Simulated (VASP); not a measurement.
# ZnS (Wurtzite-2H) (P6_3mc) in VASP: a series of runs

Runs on ZnS (Wurtzite-2H). Level: PBE. Tasks: single point.

Everything below comes from runs of VASP 6.6.1. Logs are shortened: lines on timing, memory, paths and dates and some standing lists are left out, and cuts for length are marked.

**1. The undisturbed crystal**

It takes space group P6_3mc (No. 186, hexagonal). The conventional cell has a = 3.811 Å, b = 3.811 Å, c = 6.234 Å, α = 90.00°, β = 90.00°, γ = 120.00°. Zn (site symmetry 3m) has 4 S at 2.31 to 2.40 Å as nearest neighbours. Around S (site symmetry 3m) lie 4 Zn at 2.31 to 2.40 Å.

**2. Single point, PBE (grid = ENCUT=400 dk=0.9 cell=2x2x1 ISMEAR=0 SIGMA=0.05 LREAL=Auto EDIFF=1e-06)**

The input, INCAR:

```
SYSTEM = ZnS
ALGO = Fast
EDIFF = 1E-6
ENCUT = 400
GGA = PE
ISIF = 2
ISMEAR = 0
LASPH = .TRUE.
LCHARG = .FALSE.
LREAL = Auto
LWAVE = .FALSE.
NBANDS = 80
NELM = 120
PREC = Accurate
SIGMA = 0.05
```

The input, KPOINTS:

```
k-points
0
G
  2 2 2
  0 0 0
```

The input, POSCAR:

```
ZnS
1.0
    7.6220000000      0.0000000000      0.0000000000
   -3.8110000000      6.6008456276      0.0000000000
    0.0000000000      0.0000000000      6.2340000000
Zn S
8 8
Direct
    0.3333333334      0.1666666666      0.5000000000
    0.3333333334      0.6666666666      0.5000000000
    0.8333333333      0.1666666666      0.5000000000
    0.8333333333      0.6666666666      0.5000000000
    0.1666666666      0.3333333334      0.0000000000
    0.1666666666      0.8333333333      0.0000000000
    0.6666666666      0.3333333334      0.0000000000
    0.6666666666      0.8333333333      0.0000000000
    0.3333333334      0.1666666666      0.8850000000
    0.3333333334      0.6666666666      0.8850000000
    0.8333333333      0.1666666666      0.8850000000
    0.8333333333      0.6666666666      0.8850000000
    0.1666666666      0.3333333334      0.3850000000
    0.1666666666      0.8333333333      0.3850000000
    0.6666666666      0.3333333334      0.3850000000
    0.6666666666      0.8333333333      0.3850000000
```

Potentials or basis: VASP PAW PBE potentials, release 64 (Zn, S).

Launch:

```console
$ cat potpaw_PBE.64/Zn/POTCAR potpaw_PBE.64/S/POTCAR > POTCAR
$ mpirun -np 1 vasp_std > vasp.out
```

OUTCAR:

```text
SYSTEM = ZnS
   EDIFF = 1E-6
   ENCUT = 400
   GGA = PE
   ISIF = 2
   ISMEAR = 0
   LASPH = .TRUE.
   LREAL = Auto
   NELM = 120
   PREC = Accurate

 Found      4 irreducible k-points:

 Following reciprocal coordinates:
            Coordinates               Weight
  0.000000  0.000000  0.000000      1.000000
  0.500000  0.000000  0.000000      3.000000
  0.000000  0.000000  0.500000      1.000000
  0.500000  0.000000  0.500000      3.000000
   k-points           NKPTS =      4   k-points in BZ     NKDIM =      4   number of bands    NBANDS=     80
   number of dos      NEDOS =    301   number of ions     NIONS =     16
   total plane-waves  NPLWV = 105000
   dimension x,y,z NGX =    50 NGY =   50 NGZ =   42
   dimension x,y,z NGXF=   100 NGYF=  100 NGZF=   84
   ions per type =               8   8
   NGX,Y,Z   is equivalent  to a cutoff of  10.91, 10.91, 11.20 a.u.
   NGXF,Y,Z  is equivalent  to a cutoff of  21.81, 21.81, 22.40 a.u.
 SYSTEM =  ZnS
   PREC   = accura    normal or accurate (medium, high low for compatibility)
   ISTART =      0    job   : 0-new  1-cont  2-samecut
   ICHARG =      2    charge: 1-file 2-atom 10-const
   ISPIN  =      1    spin polarized calculation?
   LNONCOLLINEAR =      F non collinear calculations
   LSORBIT =      F    spin-orbit coupling
   LASPH  =      T    aspherical Exc in radial PAW
   ENCUT  =  400.0 eV  29.40 Ry    5.42 a.u.  12.43 12.43 10.17*2*pi/ulx,y,z
   NELM   =    120;   NELMIN=  2; NELMDL= -5     # of ELM steps
   EDIFF  = 0.1E-05   stopping-criterion for ELM
   LREAL  =      T    real-space projection
   EDIFFG = 0.1E-04   stopping-criterion for IOM
   NSW    =      0    number of steps for IOM
   IBRION =     -1    ionic relax: 0-MD 1-quasi-New 2-CG
   NFREE  =      0    steps in history (QN), initial steepest desc. (CG)
   ISIF   =      2    stress and relaxation
   ISYM   =      2    0-nonsym 1-usesym 2-fastsym
   POTIM  = 0.5000    time-step for ionic-motion
   TEBEG  =    0.0;   TEEND  =   0.0 temperature during run
   PSTRESS=    0.0 pullay stress
   NELECT =     144.0000    total number of electrons
   NUPDOWN=      -1.0000    fix difference up-down
   EMIN   =  10.00;   EMAX   =-10.00  energy-range for DOS
   EFERMI =   0.00;   METHOD = LEGACY
   ISMEAR =     0;   SIGMA  =   0.05  broadening in eV -4-tet -1-fermi 0-gaus
   EFERMI_NEDOS =   21; number of points for ismear=-14 and -15
   IALGO  =     68    algorithm
   IMIX   =      4    mixing-type and parameters
     AMIX     =   0.40;   BMIX     =  1.00
     AMIX_MAG =   1.60;   BMIX_MAG =  1.00
  volume/ion in A,a.u.               =      19.60       132.29
  Fermi-wavevector in a.u.,A,eV,Ry     =   1.262943  2.386617 21.701647  1.595026
  Thomas-Fermi vector in A             =   2.396326
   LORBIT       =      0    0 simple, 1 ext, 2 COOP (PROOUT), +10 PAW based schemes
   GGA     = PE    functional components
   LHFCALC =     F    Hartree Fock is set to
   AEXX    =    0.0000 exact exchange contribution
   IVDW    =     0    specifies the selected vdW correction
   LEPSILON=     F    determine dielectric tensor
   LRPA    =     F    only Hartree local field effects (RPA)
 non-spin polarized calculation
 RMM-DIIS sequential band-by-band and
 Gauss-broadening in eV      SIGMA  =   0.05
  energy-cutoff  :      400.00
  volume of cell :      313.64
 maximum number of plane-waves:      5744
 NGX is ok and might be reduce to    50
   NGX = 25   NGY = 25   NGZ = 21

 number of electron     143.9999755 magnetization

 Free energy of the ion-electron system (eV)
  ---------------------------------------------------
  ext. energy  EPLUGINS =         0.00000000
  ---------------------------------------------------
  free energy    TOTEN  =       -54.41449117 eV

  energy without entropy =      -54.41449117  energy(sigma->0) =      -54.41449117

 E-fermi :   2.4064     XC(G=0):  -9.6457

 val. band max:        2.1762589102   @ k =   0.0000   0.0000   0.0000
 cond. band min:       4.4238193806   @ k =   0.0000   0.0000   0.0000
 fundamental gap:      2.2475604704
 Fermi energy:         2.4063616760

 k-point     1 :       0.0000    0.0000    0.0000
  band No.  band energies     occupation
      1     -11.0178      2.00000
      2     -10.0931      2.00000
      3     -10.0801      2.00000
      4     -10.0801      2.00000
      5     -10.0801      2.00000
      6      -9.7577      2.00000
[... 72 lines left out ...]
     79       6.4409      0.00000
     80       6.4410      0.00000

 k-point     2 :       0.5000    0.0000    0.0000
  band No.  band energies     occupation
      1     -10.6258      2.00000
      2     -10.6258      2.00000
      3     -10.0990      2.00000
      4     -10.0990      2.00000
      5      -9.8888      2.00000
      6      -9.8888      2.00000
[... 72 lines left out ...]
     79       7.4670      0.00000
     80       7.5265      0.00000

 k-point     3 :       0.0000    0.0000    0.5000
  band No.  band energies     occupation
      1     -10.5944      2.00000
      2     -10.5944      2.00000
      3      -9.9092      2.00000
      4      -9.9092      2.00000
      5      -9.9092      2.00000
      6      -9.9092      2.00000
[... 72 lines left out ...]
     79       5.7878      0.00000
     80       5.7878      0.00000

 k-point     4 :       0.5000    0.0000    0.5000
  band No.  band energies     occupation
      1     -10.2763      2.00000
      2     -10.2763      2.00000
      3     -10.2763      2.00000
      4     -10.2763      2.00000
      5      -9.9156      2.00000
      6      -9.9156      2.00000
[... 72 lines left out ...]
     79       6.6976      0.00000
     80       6.6976      0.00000

------------------------ aborting loop because EDIFF is reached ----------------------------------------

  FORCE on cell =-STRESS in cart. coord.  units (eV):
  Direction    XX          YY          ZZ          XY          YZ          ZX
  --------------------------------------------------------------------------------------
  -------------------------------------------------------------------------------------
  Total        6.1795121      6.1795121      1.3590500      0.0000000      0.0000000      0.0000000
  in kB       31.5667194     31.5667194      6.9424168      0.0000000      0.0000000      0.0000000
  external PRESSURE =      23.3586185 kB  Pullay stress =       0.0000000 kB

 VOLUME and BASIS-vectors are now :
 -----------------------------------------------------------------------------
  energy-cutoff  :      400.00
  volume of cell :      313.64
      direct lattice vectors                 reciprocal lattice vectors
     7.622000000  0.000000000  0.000000000     0.131199160  0.075747871  0.000000000
    -3.811000000  6.600845628  0.000000000     0.000000000  0.151495741  0.000000000
     0.000000000  0.000000000  6.234000000     0.000000000  0.000000000  0.160410651

 POSITION                                       TOTAL-FORCE (eV/Angst)
 -----------------------------------------------------------------------------------
      1.90550      1.10014      3.11700         0.000000     -0.000000      0.337385
      0.00000      4.40056      3.11700        -0.000000      0.000000      0.337385
      5.71650      1.10014      3.11700        -0.000000     -0.000000      0.337385
      3.81100      4.40056      3.11700        -0.000000     -0.000000      0.337385
     -0.00000      2.20028      0.00000        -0.000000      0.000000      0.337385
     -1.90550      5.50070      0.00000        -0.000000      0.000000      0.337385
[... 8 lines left out ...]
      3.81100      2.20028      2.40009         0.000000     -0.000000     -0.337385
      1.90550      5.50070      2.40009         0.000000      0.000000     -0.337385
 -----------------------------------------------------------------------------------
    total drift:                               -0.000004     -0.000005     -0.002080

  FREE ENERGIE OF THE ION-ELECTRON SYSTEM (eV)
  ---------------------------------------------------
  free  energy   TOTEN  =       -54.4144911739 eV

  energy  without entropy=      -54.4144911739  energy(sigma->0) =      -54.41449117
```

Run time: 1.7 min. Hardware: 1 thread of Intel Xeon Platinum 8488C (Sapphire Rapids), shared host; peak memory 0.32 GiB.

These settings aren't checked as converged: the numbers below hold their error.

What came out:

```
Free energy            : -54.4145 eV
Pressure               : 2.3 GPa
Largest force          : 0.337 eV/Å
Band gap on the k mesh : 2.25 eV
```

Caveat: the k mesh is coarse (spacing up to 0.50 Å⁻¹), so the values aren't converged.

**3. Single point, PBE (grid = ENCUT=400 dk=0.6 cell=2x2x1 ISMEAR=0 SIGMA=0.05 LREAL=Auto EDIFF=1e-06)**

INCAR is that of step 2.

KPOINTS is that of step 2.

POSCAR is that of step 2.

Potentials or basis: VASP PAW PBE potentials, release 64 (Zn, S).

Launch:

```console
$ cat potpaw_PBE.64/Zn/POTCAR potpaw_PBE.64/S/POTCAR > POTCAR
$ mpirun -np 1 vasp_std > vasp.out
```

OUTCAR:

```text
SYSTEM = ZnS
   EDIFF = 1E-6
   ENCUT = 400
   GGA = PE
   ISIF = 2
   ISMEAR = 0
   LASPH = .TRUE.
   LREAL = Auto
   NELM = 120
   PREC = Accurate

 Found      4 irreducible k-points:

 Following reciprocal coordinates:
            Coordinates               Weight
  0.000000  0.000000  0.000000      1.000000
  0.500000  0.000000  0.000000      3.000000
  0.000000  0.000000  0.500000      1.000000
  0.500000  0.000000  0.500000      3.000000
   k-points           NKPTS =      4   k-points in BZ     NKDIM =      4   number of bands    NBANDS=     80
   number of dos      NEDOS =    301   number of ions     NIONS =     16
   total plane-waves  NPLWV = 105000
   dimension x,y,z NGX =    50 NGY =   50 NGZ =   42
   dimension x,y,z NGXF=   100 NGYF=  100 NGZF=   84
   ions per type =               8   8
   NGX,Y,Z   is equivalent  to a cutoff of  10.91, 10.91, 11.20 a.u.
   NGXF,Y,Z  is equivalent  to a cutoff of  21.81, 21.81, 22.40 a.u.
 SYSTEM =  ZnS
   PREC   = accura    normal or accurate (medium, high low for compatibility)
   ISTART =      0    job   : 0-new  1-cont  2-samecut
   ICHARG =      2    charge: 1-file 2-atom 10-const
   ISPIN  =      1    spin polarized calculation?
   LNONCOLLINEAR =      F non collinear calculations
   LSORBIT =      F    spin-orbit coupling
   LASPH  =      T    aspherical Exc in radial PAW
   ENCUT  =  400.0 eV  29.40 Ry    5.42 a.u.  12.43 12.43 10.17*2*pi/ulx,y,z
   NELM   =    120;   NELMIN=  2; NELMDL= -5     # of ELM steps
   EDIFF  = 0.1E-05   stopping-criterion for ELM
   LREAL  =      T    real-space projection
   EDIFFG = 0.1E-04   stopping-criterion for IOM
   NSW    =      0    number of steps for IOM
   IBRION =     -1    ionic relax: 0-MD 1-quasi-New 2-CG
   NFREE  =      0    steps in history (QN), initial steepest desc. (CG)
   ISIF   =      2    stress and relaxation
   ISYM   =      2    0-nonsym 1-usesym 2-fastsym
   POTIM  = 0.5000    time-step for ionic-motion
   TEBEG  =    0.0;   TEEND  =   0.0 temperature during run
   PSTRESS=    0.0 pullay stress
   NELECT =     144.0000    total number of electrons
   NUPDOWN=      -1.0000    fix difference up-down
   EMIN   =  10.00;   EMAX   =-10.00  energy-range for DOS
   EFERMI =   0.00;   METHOD = LEGACY
   ISMEAR =     0;   SIGMA  =   0.05  broadening in eV -4-tet -1-fermi 0-gaus
   EFERMI_NEDOS =   21; number of points for ismear=-14 and -15
   IALGO  =     68    algorithm
   IMIX   =      4    mixing-type and parameters
     AMIX     =   0.40;   BMIX     =  1.00
     AMIX_MAG =   1.60;   BMIX_MAG =  1.00
  volume/ion in A,a.u.               =      19.60       132.29
  Fermi-wavevector in a.u.,A,eV,Ry     =   1.262943  2.386617 21.701647  1.595026
  Thomas-Fermi vector in A             =   2.396326
   LORBIT       =      0    0 simple, 1 ext, 2 COOP (PROOUT), +10 PAW based schemes
   GGA     = PE    functional components
   LHFCALC =     F    Hartree Fock is set to
   AEXX    =    0.0000 exact exchange contribution
   IVDW    =     0    specifies the selected vdW correction
   LEPSILON=     F    determine dielectric tensor
   LRPA    =     F    only Hartree local field effects (RPA)
 non-spin polarized calculation
 RMM-DIIS sequential band-by-band and
 Gauss-broadening in eV      SIGMA  =   0.05
  energy-cutoff  :      400.00
  volume of cell :      313.64
 maximum number of plane-waves:      5744
 NGX is ok and might be reduce to    50
   NGX = 25   NGY = 25   NGZ = 21

 number of electron     143.9999755 magnetization

 Free energy of the ion-electron system (eV)
  ---------------------------------------------------
  ext. energy  EPLUGINS =         0.00000000
  ---------------------------------------------------
  free energy    TOTEN  =       -54.41449117 eV

  energy without entropy =      -54.41449117  energy(sigma->0) =      -54.41449117

 E-fermi :   2.4064     XC(G=0):  -9.6457

 val. band max:        2.1762589102   @ k =   0.0000   0.0000   0.0000
 cond. band min:       4.4238193806   @ k =   0.0000   0.0000   0.0000
 fundamental gap:      2.2475604704
 Fermi energy:         2.4063616760

 k-point     1 :       0.0000    0.0000    0.0000
  band No.  band energies     occupation
      1     -11.0178      2.00000
      2     -10.0931      2.00000
      3     -10.0801      2.00000
      4     -10.0801      2.00000
      5     -10.0801      2.00000
      6      -9.7577      2.00000
[... 72 lines left out ...]
     79       6.4409      0.00000
     80       6.4410      0.00000

 k-point     2 :       0.5000    0.0000    0.0000
  band No.  band energies     occupation
      1     -10.6258      2.00000
      2     -10.6258      2.00000
      3     -10.0990      2.00000
      4     -10.0990      2.00000
      5      -9.8888      2.00000
      6      -9.8888      2.00000
[... 72 lines left out ...]
     79       7.4670      0.00000
     80       7.5265      0.00000

 k-point     3 :       0.0000    0.0000    0.5000
  band No.  band energies     occupation
      1     -10.5944      2.00000
      2     -10.5944      2.00000
      3      -9.9092      2.00000
      4      -9.9092      2.00000
      5      -9.9092      2.00000
      6      -9.9092      2.00000
[... 72 lines left out ...]
     79       5.7878      0.00000
     80       5.7878      0.00000

 k-point     4 :       0.5000    0.0000    0.5000
  band No.  band energies     occupation
      1     -10.2763      2.00000
      2     -10.2763      2.00000
      3     -10.2763      2.00000
      4     -10.2763      2.00000
      5      -9.9156      2.00000
      6      -9.9156      2.00000
[... 72 lines left out ...]
     79       6.6976      0.00000
     80       6.6976      0.00000

------------------------ aborting loop because EDIFF is reached ----------------------------------------

  FORCE on cell =-STRESS in cart. coord.  units (eV):
  Direction    XX          YY          ZZ          XY          YZ          ZX
  --------------------------------------------------------------------------------------
  -------------------------------------------------------------------------------------
  Total        6.1795121      6.1795121      1.3590500      0.0000000      0.0000000      0.0000000
  in kB       31.5667194     31.5667194      6.9424168      0.0000000      0.0000000      0.0000000
  external PRESSURE =      23.3586185 kB  Pullay stress =       0.0000000 kB

 VOLUME and BASIS-vectors are now :
 -----------------------------------------------------------------------------
  energy-cutoff  :      400.00
  volume of cell :      313.64
      direct lattice vectors                 reciprocal lattice vectors
     7.622000000  0.000000000  0.000000000     0.131199160  0.075747871  0.000000000
    -3.811000000  6.600845628  0.000000000     0.000000000  0.151495741  0.000000000
     0.000000000  0.000000000  6.234000000     0.000000000  0.000000000  0.160410651

 POSITION                                       TOTAL-FORCE (eV/Angst)
 -----------------------------------------------------------------------------------
      1.90550      1.10014      3.11700         0.000000     -0.000000      0.337385
      0.00000      4.40056      3.11700        -0.000000      0.000000      0.337385
      5.71650      1.10014      3.11700        -0.000000     -0.000000      0.337385
      3.81100      4.40056      3.11700        -0.000000     -0.000000      0.337385
     -0.00000      2.20028      0.00000        -0.000000      0.000000      0.337385
     -1.90550      5.50070      0.00000        -0.000000      0.000000      0.337385
[... 8 lines left out ...]
      3.81100      2.20028      2.40009         0.000000     -0.000000     -0.337385
      1.90550      5.50070      2.40009         0.000000      0.000000     -0.337385
 -----------------------------------------------------------------------------------
    total drift:                               -0.000004     -0.000005     -0.002080

  FREE ENERGIE OF THE ION-ELECTRON SYSTEM (eV)
  ---------------------------------------------------
  free  energy   TOTEN  =       -54.4144911739 eV

  energy  without entropy=      -54.4144911739  energy(sigma->0) =      -54.41449117
```

Wall time 1.7 min (1 thread of Intel Xeon Platinum 8488C (Sapphire Rapids), shared host); peak memory 0.32 GiB.

The run converged, but some of its settings lie outside the range that counts as converged, so its numbers aren't taken as properties of the crystal.

What came out:

- Free energy: -54.4145 eV
- Pressure: 2.3 GPa
- Largest force: 0.337 eV/Å
- Band gap on the k mesh: 2.25 eV

Caveat: the k mesh is coarse (spacing up to 0.50 Å⁻¹), so the values aren't converged.

**4. Single point, PBE (grid = ENCUT=280 dk=0.45 cell=2x2x1 ISMEAR=0 SIGMA=0.05 LREAL=Auto EDIFF=1e-06)**

INCAR: that of step 3 with these lines changed.

```diff
@@ -3,3 +3,3 @@
 EDIFF = 1E-6
-ENCUT = 400
+ENCUT = 280
 GGA = PE
```

The input, KPOINTS:

```
k-points
0
G
  3 3 3
  0 0 0
```

POSCAR is that of step 3.

Launch:

```console
$ cat potpaw_PBE.64/Zn/POTCAR potpaw_PBE.64/S/POTCAR > POTCAR
$ mpirun -np 1 vasp_std > vasp.out
```

It took 1.8 min on 1 thread of Intel Xeon Platinum 8488C (Sapphire Rapids), shared host; peak memory 0.24 GiB.

The run converged, but some of its settings lie outside the range that counts as converged, so its numbers aren't taken as properties of the crystal.

Results:

```
Free energy            : -54.5169 eV
Largest force          : 0.320 eV/Å
Band gap on the k mesh : 2.25 eV
```

Caveat: the cutoff is under 1.25 times the usual one of these potentials, so pressure, stress and relaxed cells hold a basis-set (Pulay) error.

**5. Single point, PBE (grid = ENCUT=340 dk=0.45 cell=2x2x1 ISMEAR=0 SIGMA=0.05 LREAL=Auto EDIFF=1e-06)**

INCAR: that of step 4 with these lines changed.

```diff
@@ -3,3 +3,3 @@
 EDIFF = 1E-6
-ENCUT = 280
+ENCUT = 340
 GGA = PE
```

KPOINTS is that of step 4.

POSCAR is that of step 4.

Launch:

```console
$ cat potpaw_PBE.64/Zn/POTCAR potpaw_PBE.64/S/POTCAR > POTCAR
$ mpirun -np 1 vasp_std > vasp.out
```

Run time: 1.8 min. Hardware: 1 thread of Intel Xeon Platinum 8488C (Sapphire Rapids), shared host; peak memory 0.3 GiB.

These settings aren't checked as converged: the numbers below hold their error.

What came out:

| Property | Result |
| --- | --- |
| Free energy | -54.5907 eV |
| Pressure | 2.3 GPa |
| Largest force | 0.321 eV/Å |
| Band gap on the k mesh | 2.25 eV |

Caveat: the cutoff is under 1.25 times the usual one of these potentials, so pressure, stress and relaxed cells hold a basis-set (Pulay) error.
